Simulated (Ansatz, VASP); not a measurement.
# One calculation of MgO, two programs

```
CELL_PARAMETERS angstrom
3.57637 0.00000 0.00000
-1.78818 3.09723 0.00000
0.00000 0.00000 3.99882
ATOMIC_POSITIONS crystal
Mg 0.68682 0.37364 0.75000
Mg 0.31318 0.62636 0.25000
O 0.65183 0.30365 0.25000
O 0.34817 0.69635 0.75000
```

Change from the starting cell: mode 5 frozen in at +0.122 Å, strain +e along z and -e/2 along x and y -0.0467.

Alike in both runs: task single point; functional PBEsol; k mesh 9 × 9 × 6; occupations gaussian, width 0.05 eV; no spin polarisation.

|  | VASP | Ansatz |
| --- | --- | --- |
| version | VASP 6.6.1 | Ansatz 0.2.0 |
| potentials or method | VASP PAW PBE potentials, release 64 (Mg, O) | scalar-relativistic, plane waves, PAW |
| plane-wave cutoff (eV) | 520 | 520 |
| valence electrons in the cell | 16 | 32 |

Ansatz gave:

| Quantity | Value |
| --- | --- |
| gap on the k mesh at the Fermi level (eV) | 3.26 |
| least direct gap on the mesh (eV) | 3.26 |
| pressure (GPa) | 2.0 |
| largest component of the traceless stress (GPa) | 10.05 |
| rms of the force components (eV/Å) | 0.391 |

**Question.** Estimate VASP's values.

**Answer.** gap on the k mesh at the Fermi level (eV): 3.25; least direct gap on the mesh (eV): 3.25; pressure (GPa): 1.6; largest component of the traceless stress (GPa): 10.09; rms of the force components (eV/Å): 0.396.

Atom by atom the forces differ by 0.004 eV/Å (rms over components). With one functional, cell and mesh, what is left measures potentials, basis and numerics. The two sets of potentials don't hold the same shells in valence. Ansatz warned: «pseudo_functional_mismatch».

Caveats: the PAW data sets were made with another functional, which shifts forces and pressure a little (VASP).
